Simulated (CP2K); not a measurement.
# GaP (F-43m) in CP2K: further runs

One crystal, GaP, is run at these levels: PBEsol, LDA, r2SCAN, TB-mBJ; tasks: band structure.

Program: CP2K 2026.2. These are calculated values, not measurements. Logs are shortened: lines on timing, memory, paths and dates and some standing lists are left out, and cuts for length are marked.

**Measured values to compare with.**

“Stacking defects in GaP nanowires: Electronic structure and optical properties”, 2018, arxiv:1810.01194 quotes, for a bulk crystal of GaP at 10 K: band gap 2.34 eV (indirect).

The runs below are set against these values where they give the same quantity.

### Step 1. Starting point

Symmetry: F-43m, No. 216, cubic system. Conventional cell: a = 5.451 Å, b = 5.451 Å, c = 5.451 Å, α = 90.00°, β = 90.00°, γ = 90.00°. Around Ga (site symmetry -43m) lie 4 P at 2.36 Å. P (site symmetry -43m) is surrounded by 4 Ga at 2.36 Å.

### Step 2. Band structure, PBEsol

File gap_bands.inp:

```
&GLOBAL
  PROJECT gap_bands
  RUN_TYPE ENERGY_FORCE
  PRINT_LEVEL LOW
&END GLOBAL
&FORCE_EVAL
  METHOD QS
  STRESS_TENSOR ANALYTICAL
  &DFT
    BASIS_SET_FILE_NAME BASIS_MOLOPT_UZH
    POTENTIAL_FILE_NAME POTENTIAL_UZH
    &MGRID
      CUTOFF 450
      REL_CUTOFF 60
      NGRIDS 5
    &END MGRID
    &QS
      METHOD GPW
      EPS_DEFAULT 1.0E-9
    &END QS
    &KPOINTS
      SCHEME MONKHORST-PACK 8 8 8
      GAMMA_CENTERED T
      SYMMETRY T
      SYMMETRY_BACKEND SPGLIB
    &END KPOINTS
    &SCF
      SCF_GUESS ATOMIC
      EPS_SCF 1.0E-6
      MAX_SCF 100
      ADDED_MOS 10
      CHOLESKY OFF
      EPS_EIGVAL 1.0E-7
      &DIAGONALIZATION ON
        ALGORITHM STANDARD
      &END DIAGONALIZATION
      &MIXING ON
        METHOD BROYDEN_MIXING
        ALPHA 0.4
        BETA 1.5
        NBUFFER 8
      &END MIXING
      &SMEAR ON
        METHOD FERMI_DIRAC
        ELECTRONIC_TEMPERATURE 300.56
      &END SMEAR
    &END SCF
    &XC
      &XC_FUNCTIONAL
        &GGA_X_PBE_SOL
        &END GGA_X_PBE_SOL
        &GGA_C_PBE_SOL
        &END GGA_C_PBE_SOL
      &END XC_FUNCTIONAL
    &END XC
    &PRINT
      &KPOINTS ON
      &END KPOINTS
      &MULLIKEN ON
      &END MULLIKEN
      &MO ON
        ENERGIES T
        OCCUPATION_NUMBERS T
        &EACH
          QS_SCF 0
        &END EACH
        ADD_LAST NUMERIC
      &END MO
      &BAND_STRUCTURE
        FILE_NAME bands.bs
        ADDED_MOS 2
        &KPOINT_SET
          UNITS B_VECTOR
          NPOINTS 8
          SPECIAL_POINT GAMMA 0.00000000 0.00000000 0.00000000
          SPECIAL_POINT X 0.50000000 0.00000000 0.50000000
          SPECIAL_POINT W 0.50000000 0.25000000 0.75000000
          SPECIAL_POINT K 0.37500000 0.37500000 0.75000000
          SPECIAL_POINT GAMMA 0.00000000 0.00000000 0.00000000
          SPECIAL_POINT L 0.50000000 0.50000000 0.50000000
          SPECIAL_POINT U 0.62500000 0.25000000 0.62500000
          SPECIAL_POINT W 0.50000000 0.25000000 0.75000000
          SPECIAL_POINT L 0.50000000 0.50000000 0.50000000
          SPECIAL_POINT K 0.37500000 0.37500000 0.75000000
        &END KPOINT_SET
        &KPOINT_SET
          UNITS B_VECTOR
          NPOINTS 8
          SPECIAL_POINT U 0.62500000 0.25000000 0.62500000
          SPECIAL_POINT X 0.50000000 0.00000000 0.50000000
        &END KPOINT_SET
      &END BAND_STRUCTURE
    &END PRINT
  &END DFT
  &SUBSYS
    &CELL
      ABC 3.8540855109 3.8540855109 3.8540855108
      ALPHA_BETA_GAMMA 60.0000000001 60.0000000003 60.0000000007
      PERIODIC XYZ
    &END CELL
    &COORD
      SCALED
      Ga  0.0000000000 0.0000000000 0.0000000000
      P   0.7500000000 0.7500000000 0.7500000000
    &END COORD
    &KIND Ga
      BASIS_SET TZVP-MOLOPT-PBE-GTH-q13
      POTENTIAL GTH-PBE-q13
    &END KIND
    &KIND P
      BASIS_SET TZVP-MOLOPT-PBE-GTH-q5
      POTENTIAL GTH-PBE-q5
    &END KIND
    &PRINT
      &ATOMIC_COORDINATES ON
      &END ATOMIC_COORDINATES
      &CELL ON
      &END CELL
    &END PRINT
  &END SUBSYS
  &PRINT
    &FORCES ON
    &END FORCES
    &STRESS_TENSOR ON
    &END STRESS_TENSOR
  &END PRINT
&END FORCE_EVAL
```

Potentials or basis: POTENTIAL_UZH Ga GTH-PBE-q13, P GTH-PBE-q5; TZVP-MOLOPT-PBE-GTH basis.

Started as:

```sh
$ OMP_NUM_THREADS=1 cp2k.psmp -i gap_bands.inp -o gap_bands.out
```

gap_bands.out:

```text

 CP2K| version string:                                       CP2K version 2026.2
 CP2K| Input file name                                             gap_bands.inp

 GLOBAL| Force Environment number                                              1
 GLOBAL| Basis set file name                                    BASIS_MOLOPT_UZH
 GLOBAL| Potential file name                                       POTENTIAL_UZH
 GLOBAL| MM Potential file name                                     MM_POTENTIAL
 GLOBAL| Coordinate file name                                      __STD_INPUT__
 GLOBAL| Method name                                                        CP2K
 GLOBAL| Project name                                                  gap_bands
 GLOBAL| Run type                                                   ENERGY_FORCE
 GLOBAL| FFT library                                                       FFTW3
[... 8 lines left out ...]
 GLOBAL| CPU model name                                                  UNKNOWN

 CELL| Volume [angstrom^3]:                                            40.480796
 CELL| Vector a [angstrom]:       3.854     0.000     0.000   |a| =     3.854086
 CELL| Vector b [angstrom]:       1.927     3.338     0.000   |b| =     3.854086
 CELL| Vector c [angstrom]:       1.927     1.113     3.147   |c| =     3.854086
 CELL| Angle (b,c), alpha [degree]:                                    60.000000
 CELL| Angle (a,c), beta  [degree]:                                    60.000000
 CELL| Angle (a,b), gamma [degree]:                                    60.000000
 CELL| Numerically orthorhombic:                                              NO
 CELL| Periodicity                                                           XYZ

 CELL_REF| Volume [angstrom^3]:                                        40.480796
 CELL_REF| Vector a [angstrom     3.854     0.000     0.000   |a| =     3.854086
 CELL_REF| Vector b [angstrom     1.927     3.338     0.000   |b| =     3.854086
 CELL_REF| Vector c [angstrom     1.927     1.113     3.147   |c| =     3.854086
 CELL_REF| Angle (b,c), alpha [degree]:                                60.000000
 CELL_REF| Angle (a,c), beta  [degree]:                                60.000000
[... 13 lines left out ...]

  Total number of            - Atomic kinds:                                   2
                             - Atoms:                                          2
                             - Shell sets:                                     2
                             - Shells:                                        17
                             - Primitive Cartesian functions:                 10
                             - Cartesian basis functions:                     58
                             - Spherical basis functions:                     51

  Maximum angular momentum of- Orbital basis functions:                        3
                             - Local part of the GTH pseudopotential:          0
                             - Non-local part of the GTH pseudopotential:      4

 MODULE QUICKSTEP: ATOMIC COORDINATES IN ANGSTROM

   Atom Kind Element         X             Y             Z       Z(eff)     Mass
      1    1 Ga   31      0.000000      0.000000      0.000000  13.0000  69.7230
      2    2 P    15      5.781128      3.337736      2.360136   5.0000  30.9738

 SCF PARAMETERS         Density guess:                                    ATOMIC
                        --------------------------------------------------------
                        max_scf:                                             100
[... 7 lines left out ...]
                        --------------------------------------------------------
                        level_shift [a.u.]:                             0.000000
                        added MOs                                        10    0
                        --------------------------------------------------------
                        Mixing method:                            BROYDEN_MIXING
                                                charge density mixing in g-space
                        --------------------------------------------------------
                        Smear method:                                FERMI_DIRAC
                        Electronic temperature [K]:                        300.6
                        Electronic temperature [a.u.]:                  9.52E-04
                        Accuracy threshold:                             1.00E-10
                        --------------------------------------------------------
                        No outer SCF

 *******************************************************************************
                                    Kpoints
 *******************************************************************************
[... 37 lines left out ...]
 BRILLOUIN|    28           0.00781        0.00000        0.00000        0.50000
 BRILLOUIN|    29           0.00586        0.00000        0.50000        0.50000
 *******************************************************************************

 Extrapolation method: initial_guess

 Number of electrons:                                                         18
 Number of occupied orbitals:                                                  9
 Number of molecular orbitals:                                                19

 Number of orbital functions:                                                 51
 Number of independent orbital functions:                                     51

 SCF WAVEFUNCTION OPTIMIZATION

  Step     Update method      Time    Convergence         Total energy    Change
  ------------------------------------------------------------------------------
     1 NoMix/Diag. 0.40E+00    2.8     1.06942100       -81.1615993387 -8.12E+01
     2 Broy./Diag. 0.40E+00    2.4     0.03532917       -81.1127531314  4.88E-02
     3 Broy./Diag. 0.40E+00    2.4     0.07308375       -80.9953012967  1.17E-01
     4 Broy./Diag. 0.40E+00    2.4     0.00646013       -80.9937621013  1.54E-03
     5 Broy./Diag. 0.40E+00    2.5     0.00356447       -81.0297901000 -3.60E-02
     6 Broy./Diag. 0.40E+00    2.4     0.00370856       -81.0339556786 -4.17E-03
     7 Broy./Diag. 0.40E+00    2.4     0.00100298       -81.0349527093 -9.97E-04
     8 Broy./Diag. 0.40E+00    2.5     0.00023985       -81.0384650245 -3.51E-03
     9 Broy./Diag. 0.40E+00    2.5     0.00009603       -81.0395840062 -1.12E-03
    10 Broy./Diag. 0.40E+00    2.5     0.00000380       -81.0396350117 -5.10E-05
    11 Broy./Diag. 0.40E+00    2.5     0.00003795       -81.0395873267  4.77E-05
    12 Broy./Diag. 0.40E+00    2.5     0.00000424       -81.0395676001  1.97E-05
    13 Broy./Diag. 0.40E+00    2.5     0.00000119       -81.0395613373  6.26E-06
    14 Broy./Diag. 0.40E+00    2.5     0.00000027       -81.0395604496  8.88E-07

  *** SCF run converged in    14 steps ***

  Electronic density on regular grids:        -17.9999996139        0.0000003861
  Core density on regular grids:               17.9999999839       -0.0000000161
  Total charge density on r-space grids:        0.0000003699
  Total charge density g-space grids:           0.0000003699

  Overlap energy of the core charge distribution:               0.00000000046017
  Self energy of the core charge distribution:               -113.68991028286949
  Core Hamiltonian energy:                                     32.71022858458631
  Hartree energy:                                              11.64372111634198
  Exchange-correlation energy:                                -11.70359986814193
  Electronic entropic energy:                                  -0.00000000000000
  Fermi energy:                                                 0.19890589329371

  Total energy:                                               -81.03956044962298
  Total energy (extrapolated to T->0):                        -81.03956044962298

 MO| EIGENVALUES AND OCCUPATION NUMBERS FOR K POINT 1
 MO|
 MO|  Index      Eigenvalue [a.u.]        Eigenvalue [eV]             Occupation
 MO|      1              -0.365418              -9.943539               2.000000
 MO|      2              -0.361823              -9.845706               2.000000
 MO|      3              -0.361823              -9.845706               2.000000
 MO|      4              -0.358662              -9.759690               2.000000
 MO|      5              -0.358662              -9.759689               2.000000
 MO|      6              -0.234066              -6.369248               2.000000
[... 349 lines left out ...]
 MO|     18               0.787981              21.442065               0.000000
 MO|     19               0.841081              22.886964               0.000000
 MO| Sum:                                                              18.000000
 MO| E(Fermi):            0.198906 a.u.          5.412505 eV
 MO| Band gap:            0.190124 a.u.          5.173550 eV

 [... the levels of further k-points ...]

 !-----------------------------------------------------------------------------!
                     Mulliken Population Analysis

 #  Atom  Element  Kind  Atomic population                           Net charge
       1     Ga       1         12.710404                              0.289596
       2     P        2          5.289596                             -0.289596
 # Total charge                             18.000000                  0.000000

 !-----------------------------------------------------------------------------!

 KPOINTS| Band Structure Calculation
 KPOINTS| Number of k-point sets                                               2
 KPOINTS| Number of added MOs/bands                                            2
 KPOINTS| Number of k-points in set    1                                      73
 KPOINTS| In units of b-vector [2pi/Bohr]
 KPOINTS| Special point     1       GAMMA     0.000000     0.000000     0.000000
 KPOINTS| Special point     2           X     0.500000     0.000000     0.500000
 KPOINTS| Special point     3           W     0.500000     0.250000     0.750000
 KPOINTS| Special point     4           K     0.375000     0.375000     0.750000
 KPOINTS| Special point     5       GAMMA     0.000000     0.000000     0.000000
 KPOINTS| Special point     6           L     0.500000     0.500000     0.500000
 KPOINTS| Special point     7           U     0.625000     0.250000     0.625000
 KPOINTS| Special point     8           W     0.500000     0.250000     0.750000
 KPOINTS| Special point     9           L     0.500000     0.500000     0.500000
 KPOINTS| Special point    10           K     0.375000     0.375000     0.750000
 KPOINTS| Number of k-points in set    2                                       9
 KPOINTS| In units of b-vector [2pi/Bohr]
 KPOINTS| Special point     1           U     0.625000     0.250000     0.625000
 KPOINTS| Special point     2           X     0.500000     0.000000     0.500000

 ENERGY| Total FORCE_EVAL ( QS ) energy [hartree]            -81.039559887447581

 FORCES| Atomic forces [hartree/bohr]
 FORCES|   Atom     x               y               z               |f|
 FORCES|      1  5.44590405E-06  3.10219588E-06  2.10794268E-06   6.61248157E-06
 FORCES|      2 -1.14991213E-05 -6.59498318E-06 -4.57710039E-06   1.40240309E-05
 FORCES| Sum    -6.05321727E-06 -3.49278730E-06 -2.46915771E-06
 FORCES| Total atomic force                                       7.41199989E-06

 STRESS| Analytical stress tensor [bar]
 STRESS|                        x                   y                   z
 STRESS|      x        2.53261287533E+03  -9.33707015167E+00  -6.64611065491E+00
 STRESS|      y       -9.33707015167E+00   2.54382293744E+03  -3.85022547506E+00
 STRESS|      z       -6.64611065491E+00  -3.85022547506E+00   2.54729843191E+03
 STRESS| 1/3 Trace                                             2.54124474823E+03
 STRESS| Determinant                                           1.64106453827E+10

 STRESS| Eigenvectors and eigenvalues of the analytical stress tensor [bar]
 STRESS|                        1                   2                   3
 STRESS| Eigenvalues   2.52471552755E+03   2.54910163609E+03   2.54991708104E+03
 STRESS|      x           0.823407151604     -0.516536868489     -0.234926214330
 STRESS|      y           0.467250420969      0.852094411386     -0.235822302146
 STRESS|      z           0.321990227789      0.084408397553      0.942972701424
```

It took 42 s on 1 thread of Arm Neoverse V2, shared host; peak memory 0.31 GiB.

Results:

| Item | Value |
| --- | --- |
| Free energy | -2205.1986 eV |
| Pressure | 0.3 GPa |
| Band gap on the k mesh | 1.51 eV, indirect (least direct gap 1.69 eV) |
| Band gap along the path | 1.46 eV, indirect (least direct gap 1.69 eV) |
| Mulliken charges | Ga +0.29; P -0.29 e |

Levels at the corners of the path, in eV from the valence-band top:
```tsv
point	band 5	band 6	band 7	band 8	band 9	band 10	band 11	band 12	band 13	band 14
Γ	-14.38	-12.58	0.00	0.00	0.00	1.69	3.79	3.79	3.79	9.80
X	-14.35	-9.56	-6.88	-2.75	-2.75	1.52	1.70	10.60	10.61	11.08
W	-14.37	-9.46	-6.67	-3.66	-3.52	4.66	4.82	6.07	6.08	11.57
K	-14.36	-9.59	-6.67	-4.04	-2.31	2.07	4.74	8.27	8.33	9.26
Γ	-14.38	-12.58	0.00	0.00	0.00	1.69	3.79	3.79	3.79	9.80
L	-14.37	-10.48	-6.76	-1.15	-1.15	1.55	4.66	4.66	8.38	11.45
U	-14.36	-9.59	-6.67	-4.04	-2.31	2.07	4.74	8.27	8.33	9.26
W	-14.37	-9.46	-6.67	-3.66	-3.52	4.66	4.82	6.07	6.08	11.57
L	-14.37	-10.48	-6.76	-1.15	-1.15	1.55	4.66	4.66	8.38	11.45
K	-14.36	-9.59	-6.67	-4.04	-2.31	2.07	4.74	8.27	8.33	9.26
U	-14.36	-9.59	-6.67	-4.04	-2.31	2.07	4.74	8.27	8.33	9.26
X	-14.35	-9.56	-6.88	-2.75	-2.75	1.52	1.70	10.60	10.61	11.08
```

Caveat: Mulliken charges move with the basis; the potentials were made for another functional, which shifts forces and pressure; the basis of atomic orbitals isn't converged, which shifts pressures, moduli and gaps.

### Step 3. Band structure, LDA

gap_bands.inp, as its differences from that of step 2:

```diff
@@ -10,3 +10,3 @@
     BASIS_SET_FILE_NAME BASIS_MOLOPT_UZH
-    POTENTIAL_FILE_NAME POTENTIAL_UZH
+    POTENTIAL_FILE_NAME GTH_POTENTIALS
     &MGRID
@@ -14,3 +14,3 @@
       REL_CUTOFF 60
-      NGRIDS 5
+      NGRIDS 4
     &END MGRID
@@ -18,3 +18,3 @@
       METHOD GPW
-      EPS_DEFAULT 1.0E-9
+      EPS_DEFAULT 1.0E-10
     &END QS
@@ -44,3 +44,3 @@
         METHOD FERMI_DIRAC
-        ELECTRONIC_TEMPERATURE 300.56
+        ELECTRONIC_TEMPERATURE [K] 580.226
       &END SMEAR
@@ -49,6 +49,6 @@
       &XC_FUNCTIONAL
-        &GGA_X_PBE_SOL
-        &END GGA_X_PBE_SOL
-        &GGA_C_PBE_SOL
-        &END GGA_C_PBE_SOL
+        &LDA_X
+        &END LDA_X
+        &LDA_C_PW
+        &END LDA_C_PW
       &END XC_FUNCTIONAL
@@ -70,6 +70,6 @@
         FILE_NAME bands.bs
-        ADDED_MOS 2
+        ADDED_MOS 4
         &KPOINT_SET
           UNITS B_VECTOR
-          NPOINTS 8
+          NPOINTS 10
           SPECIAL_POINT GAMMA 0.00000000 0.00000000 0.00000000
@@ -87,3 +87,3 @@
           UNITS B_VECTOR
-          NPOINTS 8
+          NPOINTS 10
           SPECIAL_POINT U 0.62500000 0.25000000 0.62500000
@@ -107,3 +107,3 @@
       BASIS_SET TZVP-MOLOPT-PBE-GTH-q13
-      POTENTIAL GTH-PBE-q13
+      POTENTIAL GTH-PADE-q13
     &END KIND
@@ -111,3 +111,3 @@
       BASIS_SET TZVP-MOLOPT-PBE-GTH-q5
-      POTENTIAL GTH-PBE-q5
+      POTENTIAL GTH-PADE-q5
     &END KIND
@@ -118,2 +118,4 @@
       &END CELL
+      &SYMMETRY ON
+      &END SYMMETRY
     &END PRINT
```

Potentials or basis: GTH_POTENTIALS Ga GTH-PADE-q13, P GTH-PADE-q5; TZVP-MOLOPT-PBE-GTH basis.

Started as:

```sh
$ OMP_NUM_THREADS=1 cp2k.psmp -i gap_bands.inp -o gap_bands.out
```

It took 48 s on 1 thread of Arm Neoverse V2, shared host; peak memory 0.32 GiB.

The run converged. Its results:

* Free energy: -2209.0166 eV
* Pressure: -2.5 GPa
* Band gap on the k mesh: 1.49 eV, indirect (least direct gap 1.55 eV)
* Band gap along the path: 1.48 eV, indirect (least direct gap 1.55 eV)
* Mulliken charges: Ga +0.14; P -0.14 e

Levels at the corners of the path, in eV from the valence-band top:
| point | band 6 | band 7 | band 8 | band 9 | band 10 | band 11 | band 12 | band 13 |
| --- | --- | --- | --- | --- | --- | --- | --- | --- |
| Γ | -12.57 | 0.00 | 0.00 | 0.00 | 1.55 | 3.79 | 3.79 | 3.79 |
| X | -9.56 | -6.90 | -2.74 | -2.74 | 1.54 | 1.71 | 10.51 | 10.51 |
| W | -9.46 | -6.70 | -3.64 | -3.51 | 4.68 | 4.78 | 6.05 | 6.09 |
| K | -9.60 | -6.69 | -4.02 | -2.30 | 2.08 | 4.73 | 8.23 | 8.29 |
| Γ | -12.57 | 0.00 | 0.00 | 0.00 | 1.55 | 3.79 | 3.79 | 3.79 |
| L | -10.48 | -6.76 | -1.15 | -1.15 | 1.49 | 4.68 | 4.68 | 8.36 |
| U | -9.60 | -6.69 | -4.02 | -2.30 | 2.08 | 4.73 | 8.23 | 8.29 |
| W | -9.46 | -6.70 | -3.64 | -3.51 | 4.68 | 4.78 | 6.05 | 6.09 |
| L | -10.48 | -6.76 | -1.15 | -1.15 | 1.49 | 4.68 | 4.68 | 8.36 |
| K | -9.60 | -6.69 | -4.02 | -2.30 | 2.08 | 4.73 | 8.23 | 8.29 |
| U | -9.60 | -6.69 | -4.02 | -2.30 | 2.08 | 4.73 | 8.23 | 8.29 |
| X | -9.56 | -6.90 | -2.74 | -2.74 | 1.54 | 1.71 | 10.51 | 10.51 |

Caveat: Mulliken charges move with the basis; the basis of atomic orbitals isn't converged, which shifts pressures, moduli and gaps.

(Continued in part 2 of 2.)
